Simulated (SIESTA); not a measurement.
The system is Pd.

```
Pd
1.0
     0.00000    1.94650    1.94650
     1.94650    0.00000    1.94650
     1.94650    1.94650    0.00000
Pd
1
Direct
  0.00000 0.00000 0.00000
```

| Property | Result |
| --- | --- |
| Program | SIESTA 5.4.2 |
| Task | relaxation of cell and atoms |
| Functional | RPBE |
| Potentials or basis | PseudoDojo 0.4 standard (PBE files) |
| Basis | DZP (energy shift 0.003 Ry; two zetas on semicore shells) |
| Grid cutoff | 800 Ry |
| Energy shift | 0.003 Ry |
| k mesh | 12 × 12 × 12 |
| Occupations | fermi-dirac, width 0.05 eV |
| Spin | no spin polarisation |

At the start: pressure 12.2 GPa; volume 14.75 Å³/atom.

Q: How do energy, volume and symmetry change on relaxing?

A: Over 6 steps the energy falls by 37.3 meV/atom and the volume is 15.87 Å³/atom (+7.6 %); space group Fm-3m (No. 225, to 0.05 Å).

The path:
```
step  energy change (eV)  largest force (eV/Å)  pressure (GPa)  volume (Å³)
   1              0.0000                0.0000           12.21        14.75
   2             -0.0278                0.0000            5.97        15.27
   3             -0.0352                0.0000           -1.98        16.12
   4             -0.0372                0.0000           -0.23        15.89
   5             -0.0098                0.0000           -5.78        16.77
   6             -0.0373                0.0000           -0.01        15.87
```

Final structure:
```cif
data_structure
_symmetry_space_group_name_H-M 'P 1'
_symmetry_Int_Tables_number 1
_cell_length_a 2.8192
_cell_length_b 2.8192
_cell_length_c 2.8192
_cell_angle_alpha 60.066
_cell_angle_beta 60.066
_cell_angle_gamma 60.066
_cell_volume 15.87
loop_
_atom_site_label
_atom_site_type_symbol
_atom_site_fract_x
_atom_site_fract_y
_atom_site_fract_z
_atom_site_occupancy
Pd1 Pd 0.00000 0.00000 0.00000 1
```

Caveat: the potentials were made for another functional, which shifts forces and pressure; the basis of atomic orbitals isn't converged, which shifts pressures, moduli and gaps; the real-space grid breaks the cell's symmetry a little.
